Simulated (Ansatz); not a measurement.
# Co (P-1) in Ansatz: convergence with k mesh

Aim: find how far k mesh must go before the results for Co settle, at PBE. This setting moves, with any that are tied to it; all else stays.

All numbers are computed with Ansatz 0.2.0; they aren't measurements. Logs are shortened: lines on timing, memory, paths and dates and some standing lists are left out, and cuts for length are marked.

### 1 The cell of the first run

The typed cell holds 2 atoms: a = 2.487 Å, b = 2.487 Å, c = 4.063 Å, α = 90.00°, β = 90.00°, γ = 120.00°.

The cell isn't the ideal one: atoms moved at random, drawn with an rms of 0.05 Å.

### 2 With k mesh 4 × 4 × 2

input.yaml reads:

```yaml
crystal:
  lattice:
    - [2.4873648738, 0.0, 0.0]
    - [-1.2436824369, 2.1541211692, 0.0]
    - [0.0, 0.0, 4.0632895034]
  atoms:
    - { symbol: Co, position: [0.331367, 0.649747, 0.737133], spin: 2.0 }
    - { symbol: Co, position: [0.670297, 0.320517, 0.263699], spin: 2.0 }
hamiltonian:
  xc: pbe
  pseudopotentials: { kind: paw }
magnetization:
  spin_polarized: true
kpoints:
  mp_grid: { grid: [4, 4, 2] }
scf:
  occupations: { method: gaussian, width: 0.1 }
output:
  forces: true
  stress: true
  eigenvalues: true
```

Potentials or basis: Ansatz PAW.

Command:

```bash
ansatz run input.yaml --threads 2 --pin off --max-ram 5632MiB --backend cpu --events-out ev --progress --plain --runs-dir out
```

What it wrote:

```text
Warning: RAYON_NUM_THREADS=2 ignored (pool sized by the plan → 2); use --threads N
Engine: ansatz 0.2.0, aarch64-unknown-linux-gnu
Pseudopotentials: kind: paw
Pseudopotential: Co, paw, valence charge 17, recommended cutoff 420 eV (normal), Co.paw.azcp
Functional definition: PBE
  parameter kappa = 0.804
  parameter beta = 0.06672455060314922
  exchange = pbe_x(kappa = kappa, mu = beta*pi^2/3)
  correlation = pbe_c(beta = beta)
Crystal: 2 atoms, lattice volume = 21.771 Å³
Basis set: ecut = 420 eV, 391 PW (Γ), exchange–correlation on 36×36×60 points (8 copies of the dense FFT grid, shifted against one another)
Bands: 23, of which v1, the nominal top of the filled ones, is band 17 counted from 1 (16 counted from 0)
Symmetry: 2 space group operations
Space group: P-1 (ITA 2), of the structure as read, at distance tolerance 2.8e-5 Å
Magnetic group: BNS 2.4 (UNI 4), of the structure as read, at distance tolerance 2.8e-5 Å
k-points: 20 of 32
Non-local potential: Co, projectors of the file, l = 0: 3, l = 1: 2, l = 2: 3, l = 3: 1
PAW form: soft (Blöchl's): semilocal exchange-correlation on the pseudo side does not see the compensation charge
PAW one-centre angular grid: Co, 590 points (default); XC on 64 Gauss nodes
Initial density: superposition of atomic densities (chi_scale 0.1, normalization cell)
Starting moments: Σ|m| = 4 μB on 2 of 2 sites
Initial wavefunctions: pseudopotential atomic-orbital guess
Functional: x = pbe(κ = 0.804, μ = 0.2195149727645171), c = pbe(β = 0.06672455060314922)
SCF iter   1: F=—  HF=-10251.524016 eV  |F-HF|=—  |Δ(HF+E_count)|=         —  Δρ=7.69e-2 (↑6.15e-2 ↓7.69e-2)  dr2=2.35e0  dr2_m=5.40e-2  M=3.413 μB ∫|m|=3.577 μB  β_m=0.30  ethr=3.10e-3  ⟨swp⟩=4.6  Hψ=3342  notcnv=0
Mixer restart at iter 1: flushing history
preconditioner: auto → none  [insulator: Δε(μ)=0.157 eV  Ē_g=9.129 eV  σ=0.100 eV  W_gap=0.64  n_scr=8 (ndim 8)  ℏωp=33.8 eV  f_vac=0.000  D(μ)=1.84/eV (n_scr^D=22)  ε∞_Penn≈14.7]
SCF iter   2: F=—  HF=-10250.542480 eV  |F-HF|=—  |Δ(HF+E_count)|=   9.82e-1  Δρ=3.19e-2 (↑3.19e-2 ↓1.68e-2)  dr2=1.75e-1  dr2_m=4.20e-2  M=3.375 μB ∫|m|=3.593 μB  β_m=0.27  ethr=3.10e-3  ⟨swp⟩=2.8  Hψ=1972  notcnv=0  defer=58
SCF iter   3: F=—  HF=-10251.103051 eV  |F-HF|=—  |Δ(HF+E_count)|=   5.61e-1  Δρ=1.71e-2 (↑1.71e-2 ↓1.02e-2)  dr2=2.16e-2  dr2_m=2.82e-2  M=3.375 μB ∫|m|=3.609 μB  β_m=0.55  ethr=5.14e-4  ⟨swp⟩=2.1  Hψ=1567  notcnv=0  defer=58
SCF iter   4: F=—  HF=-10252.053862 eV  |F-HF|=—  |Δ(HF+E_count)|=   9.51e-1  Δρ=1.37e-2 (↑1.37e-2 ↓1.10e-2)  dr2=8.23e-2  dr2_m=2.10e-3  M=3.375 μB ∫|m|=3.610 μB  β_m=0.65  ethr=6.35e-5  ⟨swp⟩=2.1  Hψ=1827  notcnv=0  defer=58
SCF iter   5: F=—  HF=-10252.194384 eV  |F-HF|=—  |Δ(HF+E_count)|=   1.41e-1  Δρ=8.84e-3 (↑8.84e-3 ↓7.27e-3)  dr2=3.63e-2  dr2_m=5.12e-4  M=3.375 μB ∫|m|=3.611 μB  β_m=0.71  ethr=6.35e-5  ⟨swp⟩=2.1  Hψ=1608  notcnv=0  defer=61
SCF iter   6: F=—  HF=-10252.232726 eV  |F-HF|=—  |Δ(HF+E_count)|=   3.83e-2  Δρ=2.71e-3 (↑2.71e-3 ↓1.44e-3)  dr2=2.40e-3  dr2_m=1.34e-4  M=3.375 μB ∫|m|=3.611 μB  β_m=0.66  ethr=6.35e-5  ⟨swp⟩=2.2  Hψ=1589  notcnv=0  defer=61
SCF iter   7: F=—  HF=-10252.235695 eV  |F-HF|=—  |Δ(HF+E_count)|=   2.97e-3  Δρ=7.02e-4 (↑2.07e-4 ↓7.02e-4)  dr2=3.67e-5  dr2_m=3.52e-5  M=3.375 μB ∫|m|=3.614 μB  β_m=0.83  ethr=7.06e-6  ⟨swp⟩=2.0  Hψ=1616  notcnv=0  defer=61
SCF iter   8: F=—  HF=-10252.235708 eV  |F-HF|=—  |Δ(HF+E_count)|=   1.35e-5  Δρ=2.22e-4 (↑5.25e-5 ↓2.22e-4)  dr2=9.49e-6  dr2_m=2.24e-6  M=3.375 μB ∫|m|=3.617 μB  β_m=0.91  ethr=1.08e-7  ⟨swp⟩=2.0  Hψ=1253  notcnv=0  defer=52
SCF iter   9: F=—  HF=-10252.235716 eV  |F-HF|=—  |Δ(HF+E_count)|=   8.32e-6  Δρ=1.21e-4 (↑1.21e-4 ↓1.16e-4)  dr2=7.19e-6  dr2_m=1.71e-8  M=3.375 μB ∫|m|=3.617 μB  β_m=0.94  ethr=2.79e-8  ⟨swp⟩=1.7  Hψ=1054  notcnv=0  defer=52
SCF iter  10: F=—  HF=-10252.235717 eV  |F-HF|=—  |Δ(HF+E_count)|=   7.40e-7  Δρ=9.63e-6 (↑8.24e-6 ↓9.63e-6)  dr2=1.74e-8  dr2_m=7.26e-9  M=3.375 μB ∫|m|=3.617 μB  β_m=0.97  ethr=2.11e-8  ⟨swp⟩=2.0  Hψ=1258  notcnv=0  defer=52
SCF iter  11: F=-10252.235717 eV  HF=-10252.235717 eV  |F-HF|=9.71e-9  |Δ(HF+E_count)|=   1.58e-8  Δρ=4.83e-6 (↑4.83e-6 ↓4.03e-6)  dr2=1.05e-8  dr2_m=2.90e-10  M=3.375 μB ∫|m|=3.617 μB  ethr=5.10e-11  ⟨swp⟩=5.2  Hψ=3450  notcnv=0
SCF 1 converged in 11 iterations: F = -10252.235717 eV  dr2 = 1.05e-8
SCF converged after 11 iterations
Magnetization: 3.3750 μB (18.6875 up, 15.3125 down)
Absolute magnetization: 3.6182 μB (∫|ρ↑−ρ↓|, with the PAW one-centre terms)
Spin contamination: 0.0402 ħ² per cell (⟨S²⟩ above its minimum at these occupations)
Per-site moments (μB) at R_I (Å): [(1.7421570803919244, 0.9872872576049027), (1.742157080391925, 0.9872872576049027)]
Free energy (F): -10252.235717 eV
Harris-Foulkes:  -10252.235717 eV  (|F-HF|=9.71e-9)
Internal energy: -10252.220236 eV  (E = F + TS)
E sigma→0 (E₀):  -10252.227977 eV
Entropy (-TS):   -0.015481 eV (-7.740 meV/atom)
Fermi energy:    18.699137 eV
--- Per-component energies (eV) ---
  E_band       = -488.095070
  E_kinetic    = 908.116174
  E_local      = -5703.925048  (includes V_loc(G=0)·N_el)
  E_nonlocal   = 909.870045
  E_hartree    = 2393.835907
  E_xc         = -317.982718
  E_vxc        = -410.337356  (∫ρ·V_xc dr)
  E_paw        = -3031.685727  (= ΣΔE_a)
  E_vpaw       = -979.500732  (= ΣTr[D̂ρ^β])
  E_aug_tail   = 0.000155  (compensation charges beyond the density's cutoff)
  E_ewald      = -5410.449023
  E_smearing   = -0.015481  (= −TS)
  E_closure    = 0.000000  (closes the sum)
  Σ components = -10252.235717   (vs F -10252.235717, Δ=0.00e0)
--- Forces (eV/Å), atoms counted from 1 ---
  atom   1  Co     0.02613589     0.02613377     0.71360054
  atom   2  Co    -0.02613589    -0.02613377    -0.71360054
  max |Σ_I F_I| component: 0.00e0 eV/Å
--- Stress (GPa, compression-positive) ---
        1.367303       0.184382       0.106216
        0.184382       0.992172       0.105604
        0.106216       0.105605       5.391076
  P = ⅓ Tr σ = 2.5835 GPa (25.835 kbar)
--- Band table (eV; the first three rows and the last of 40) ---
  k-point 0 ↑: bands = ["-77.3832", "-77.3233", "-40.7864", "-40.5045", "-40.4991", "-40.4528", "-40.4518", "-40.4508", "9.5860", "13.4062", "15.9620", "16.0312", "16.0365", "16.3168", "16.3283", "16.7926", "16.8239", "17.8697", "17.9083", "18.3632", "24.6711", "40.4331", "42.9366"]
  k-point 1 ↑: bands = ["-77.3664", "-77.3404", "-40.6736", "-40.5671", "-40.4902", "-40.4858", "-40.4670", "-40.4642", "11.6549", "11.9480", "15.3930", "15.9364", "15.9532", "15.9622", "16.0096", "16.0204", "17.4177", "17.4323", "17.6852", "17.6859", "32.4114", "33.9662", "40.9803"]
  k-point 2 ↑: bands = ["-77.3577", "-77.3129", "-40.7319", "-40.6249", "-40.5705", "-40.5415", "-40.4743", "-40.4736", "11.6095", "14.2259", "15.0311", "15.4313", "16.0033", "16.2773", "16.5182", "16.9368", "16.9549", "17.1888", "18.0471", "22.8792", "25.1792", "31.1647", "36.4787"]
  k-point 19 ↓: bands = ["-75.2062", "-75.1971", "-38.7394", "-38.7246", "-38.5116", "-38.4742", "-38.4514", "-38.4211", "14.6270", "14.6981", "16.0684", "16.5224", "18.4049", "18.8700", "18.9499", "19.0318", "19.9922", "20.0467", "20.6356", "21.1202", "26.5925", "27.0013", "36.8713"]
```

It took 2 s on 2 threads of Arm Neoverse V1, shared host; peak memory 0.28 GiB.

Results:

| Property | Result |
| --- | --- |
| Free energy | -10252.2357 eV |
| Pressure | 2.6 GPa |
| Largest force | 0.715 eV/Å |
| Band gap on the k mesh | none (metal or under the smearing width) |
| Net moment | 3.37 μB per cell |
| Absolute moment | 3.62 μB per cell |
| Site moments | Co +1.74 μB |

### 3 With k mesh 5 × 5 × 3

input.yaml: that of step 2 with these lines changed.

```diff
@@ -14,3 +14,3 @@
 kpoints:
-  mp_grid: { grid: [4, 4, 2] }
+  mp_grid: { grid: [5, 5, 3] }
 scf:
```

Potentials or basis: Ansatz PAW.

Command:

```bash
ansatz run input.yaml --threads 2 --pin off --max-ram 5632MiB --backend cpu --events-out ev --progress --plain --runs-dir out
```

Run time: 2.1 s. Hardware: 2 threads of Arm Neoverse V1, shared host; peak memory 0.3 GiB.

What came out:

- Free energy: -10252.2198 eV
- Pressure: 3.2 GPa
- Largest force: 0.684 eV/Å
- Band gap on the k mesh: none (metal or under the smearing width)
- Net moment: 3.54 μB per cell
- Absolute moment: 3.73 μB per cell
- Site moments: Co +1.81 μB

### 4 With k mesh 6 × 6 × 3

input.yaml: that of step 3 with these lines changed.

```diff
@@ -14,3 +14,3 @@
 kpoints:
-  mp_grid: { grid: [5, 5, 3] }
+  mp_grid: { grid: [6, 6, 3] }
 scf:
```

Command:

```bash
ansatz run input.yaml --threads 2 --pin off --max-ram 5632MiB --backend cpu --events-out ev --progress --plain --runs-dir out
```

Wall time 3.4 s (2 threads of Arm Neoverse V1, shared host); peak memory 0.32 GiB.

Results:

```yaml
Free_energy: -10252.3351 eV
Pressure: 1.1 GPa
Largest_force: 0.843 eV/Å
Band_gap_on_the_k_mesh: none (metal or under the smearing width)
Net_moment: 3.29 μB per cell
Absolute_moment: 3.62 μB per cell
Site_moments: Co +1.72 μB
```

### 5 With k mesh 7 × 7 × 4

input.yaml: that of step 4 with these lines changed.

```diff
@@ -14,3 +14,3 @@
 kpoints:
-  mp_grid: { grid: [6, 6, 3] }
+  mp_grid: { grid: [7, 7, 4] }
 scf:
```

Command:

```bash
ansatz run input.yaml --threads 2 --pin off --max-ram 5632MiB --backend cpu --events-out ev --progress --plain --runs-dir out
```

Wall time 4.6 s (2 threads of Arm Neoverse V1, shared host); peak memory 0.36 GiB.

What came out:

| Item | Value |
| --- | --- |
| Free energy | -10252.2342 eV |
| Pressure | 1.4 GPa |
| Largest force | 0.750 eV/Å |
| Band gap on the k mesh | none (metal or under the smearing width) |
| Net moment | 3.26 μB per cell |
| Absolute moment | 3.58 μB per cell |
| Site moments | Co +1.70 μB |

### 6 With k mesh 9 × 9 × 5

input.yaml: that of step 5 with these lines changed.

```diff
@@ -14,3 +14,3 @@
 kpoints:
-  mp_grid: { grid: [7, 7, 4] }
+  mp_grid: { grid: [9, 9, 5] }
 scf:
```

Potentials or basis: Ansatz PAW.

Command:

```bash
ansatz run input.yaml --threads 2 --pin off --max-ram 5632MiB --backend cpu --events-out ev --progress --plain --runs-dir out
```

Run time: 11 s. Hardware: 2 threads of Arm Neoverse V1, shared host; peak memory 0.44 GiB.

The run converged. Its results:

- Free energy: -10252.2674 eV
- Pressure: 0.0 GPa
- Largest force: 0.730 eV/Å
- Band gap on the k mesh: none (metal or under the smearing width)
- Net moment: 3.10 μB per cell
- Absolute moment: 3.45 μB per cell
- Site moments: Co +1.63 μB

### 7 With k mesh 11 × 11 × 6

input.yaml: that of step 6 with these lines changed.

```diff
@@ -14,3 +14,3 @@
 kpoints:
-  mp_grid: { grid: [9, 9, 5] }
+  mp_grid: { grid: [11, 11, 6] }
 scf:
```

Command:

```bash
ansatz run input.yaml --threads 2 --pin off --max-ram 5632MiB --backend cpu --events-out ev --progress --plain --runs-dir out
```

It took 16 s on 2 threads of Arm Neoverse V1, shared host; peak memory 0.55 GiB.

Results (log left out):

```yaml
Free_energy: -10252.2727 eV
Pressure: 0.3 GPa
Largest_force: 0.767 eV/Å
Band_gap_on_the_k_mesh: none (metal or under the smearing width)
Net_moment: 3.15 μB per cell
Absolute_moment: 3.50 μB per cell
Site_moments: Co +1.66 μB
```

### 8 With k mesh 14 × 14 × 8

input.yaml: that of step 7 with these lines changed.

```diff
@@ -14,3 +14,3 @@
 kpoints:
-  mp_grid: { grid: [11, 11, 6] }
+  mp_grid: { grid: [14, 14, 8] }
 scf:
```

Command:

```bash
ansatz run input.yaml --threads 2 --pin off --max-ram 5632MiB --backend cpu --events-out ev --progress --plain --runs-dir out
```

It took 32 s on 2 threads of Arm Neoverse V1, shared host; peak memory 0.83 GiB.

Results (log left out):

| Property | Result |
| --- | --- |
| Free energy | -10252.2651 eV |
| Pressure | 1.2 GPa |
| Largest force | 0.728 eV/Å |
| Band gap on the k mesh | none (metal or under the smearing width) |
| Net moment | 3.25 μB per cell |
| Absolute moment | 3.58 μB per cell |
| Site moments | Co +1.70 μB |

### 9 With k mesh 17 × 17 × 9

input.yaml: that of step 8 with these lines changed.

```diff
@@ -14,3 +14,3 @@
 kpoints:
-  mp_grid: { grid: [14, 14, 8] }
+  mp_grid: { grid: [17, 17, 9] }
 scf:
```

Potentials or basis: Ansatz PAW.

Command:

```bash
ansatz run input.yaml --threads 2 --pin off --max-ram 5632MiB --backend cpu --events-out ev --progress --plain --runs-dir out
```

Run time: 52 s. Hardware: 2 threads of Arm Neoverse V1, shared host; peak memory 1.2 GiB.

Results (log left out):

```yaml
Free_energy: -10252.2720 eV
Pressure: 1.5 GPa
Largest_force: 0.722 eV/Å
Band_gap_on_the_k_mesh: none (metal or under the smearing width)
Net_moment: 3.28 μB per cell
Absolute_moment: 3.61 μB per cell
Site_moments: Co +1.72 μB
```

### 10 With k mesh 20 × 20 × 11

input.yaml: that of step 9 with these lines changed.

```diff
@@ -14,3 +14,3 @@
 kpoints:
-  mp_grid: { grid: [17, 17, 9] }
+  mp_grid: { grid: [20, 20, 11] }
 scf:
```

Command:

```bash
ansatz run input.yaml --threads 2 --pin off --max-ram 5632MiB --backend cpu --events-out ev --progress --plain --runs-dir out
```

Wall time 93 s (2 threads of Arm Neoverse V1, shared host); peak memory 1.8 GiB.

The run converged. Its results:

```
Free energy            : -10252.2722 eV
Pressure               : 1.1 GPa
Largest force          : 0.735 eV/Å
Band gap on the k mesh : none (metal or under the smearing width)
Net moment             : 3.23 μB per cell
Absolute moment        : 3.57 μB per cell
Site moments           : Co +1.70 μB
```

### 11 The series at a glance

| k mesh | energy less the tightest run, at zero smearing (meV/atom) | pressure (GPa) | largest force (eV/Å) | absolute moment (μB) | SCF cycles | CPU time (s) | peak memory (GiB) |
| --- | --- | --- | --- | --- | --- | --- | --- |
| 4 × 4 × 2 | 20.20 | 2.58 | 0.715 | 3.62 | 11 | 3.2 | 0.28 |
| 5 × 5 × 3 | 25.99 | 3.23 | 0.684 | 3.73 | 10 | 3.9 | 0.3 |
| 6 × 6 × 3 | -31.98 | 1.10 | 0.843 | 3.62 | 11 | 5.9 | 0.32 |
| 7 × 7 × 4 | 20.03 | 1.38 | 0.750 | 3.58 | 11 | 8.6 | 0.36 |
| 9 × 9 × 5 | 2.87 | -0.02 | 0.730 | 3.45 | 13 | 19 | 0.44 |
| 11 × 11 × 6 | -0.23 | 0.34 | 0.767 | 3.50 | 11 | 30 | 0.55 |
| 14 × 14 × 8 | 4.07 | 1.22 | 0.728 | 3.58 | 11 | 62 | 0.83 |
| 17 × 17 × 9 | 0.17 | 1.48 | 0.722 | 3.61 | 10 | 100 | 1.2 |
| 20 × 20 × 11 | 0.00 | 1.06 | 0.735 | 3.57 | 11 | 180 | 1.8 |

Against the tightest run, the energy stays within 1 meV/atom from 17 × 17 × 9 on. Not settled before the last step: the pressure (to 0.1 GPa), the largest force (to 0.005 eV/Å), the absolute moment (to 0.02 μB). Meshes of other sizes hit other points, so gaps and Fermi surfaces needn't settle smoothly. The tightest run that finished is the yardstick and may itself not be fully converged.
